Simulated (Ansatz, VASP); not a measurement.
# Two plane-wave programs on SiO2

```
Si O
1.0
     4.52024    0.00000    0.00000
     0.00000    4.52024    0.00000
     0.00000    0.00000    2.66874
Si O
2 4
Direct
  0.50000 0.50000 0.50000
  0.00000 0.00000 0.00000
  0.69389 0.69389 0.00000
  0.19389 0.80611 0.50000
  0.30611 0.30611 0.00000
  0.80611 0.19389 0.50000
```

Change from the starting cell: strain +0.080 along x and y, +0.000 along z, atoms carried along.

Alike in both runs: task single point; functional r2SCAN; k mesh 6 × 6 × 8; occupations gaussian, width 0.05 eV; no spin polarisation.

```csv
,VASP,Ansatz
version,VASP 6.6.1,Ansatz 0.2.0
potentials or method,"VASP PAW PBE potentials, release 64 (Si, O)","scalar-relativistic, plane waves, PAW"
plane-wave cutoff (eV),520,500
valence electrons in the cell,32,32
```

|  | VASP | Ansatz | Ansatz less VASP |
| --- | --- | --- | --- |
| gap on the k mesh at the Fermi level (eV) | 4.10 | 4.12 | +0.021 |
| least direct gap on the mesh (eV) | 4.10 | 4.12 | +0.021 |
| pressure (GPa) | -33.7 | -34.0 | -0.30 |
| largest component of the traceless stress (GPa) | 14.47 | 13.89 | -0.576 |
| rms of the force components (eV/Å) | 0.851 | 0.867 | +0.0160 |

Atom by atom the forces differ by 0.016 eV/Å (rms over components). The functional is the same, so the differences come from potentials, cutoffs and numerics.

Caveats: the cell as given lies far from equilibrium; so large a pressure means that the cell lies far from this level's equilibrium, or that cutoff or potentials fall short (VASP); the potentials were made for another functional, which shifts forces and pressure (VASP). A k mesh can miss the band edges.
